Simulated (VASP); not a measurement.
A run of VASP 6.6.1 is set up as follows.

INCAR

```
SYSTEM = AgI
ALGO     = Normal         ! electronic algorithm
EDIFF    = 1E-7           ! SCF threshold, eV
ENCUT    = 520            ! plane-wave cutoff, eV
GGA      = PE             ! functional
ISIF     = 2              ! what is computed and relaxed
ISMEAR   = -1             ! smearing method
LASPH    = .TRUE.         ! aspherical terms in the spheres
LCHARG   = .FALSE.        ! write CHGCAR
LREAL    = .FALSE.        ! projectors in reciprocal space
LWAVE    = .FALSE.        ! write WAVECAR
NBANDS   = 16             ! bands
NELM     = 100            ! most SCF steps
PREC     = Accurate       ! precision mode
SIGMA    = 0.01           ! smearing width, eV
```

Contents of KPOINTS:

```
k-points
0
G
  7 7 7
  0 0 0
```

The input POSCAR:

```
AgI
1.0
    0.0000000000      3.2365000000      3.2365000000
    3.2365000000      0.0000000000      3.2365000000
    3.2365000000      3.2365000000      0.0000000000
Ag I
1 1
Direct
    0.0000000000      0.0000000000      0.0000000000
    0.7500000000      0.7500000000      0.7500000000
```

Potentials or basis: VASP PAW PBE potentials, release 64 (Ag, I).

Launch:

```bash
$ cat potpaw_PBE.64/Ag/POTCAR potpaw_PBE.64/I/POTCAR > POTCAR
$ mpirun -np 1 vasp_std > vasp.out
```

(1) Predict the band gap on the k mesh.

(2) Estimate the pressure.

Answers

(1) 1.34 eV, direct.

(2) 2.2 GPa.

Caveat: spin-orbit coupling is left out, which moves the levels of the heavy elements.
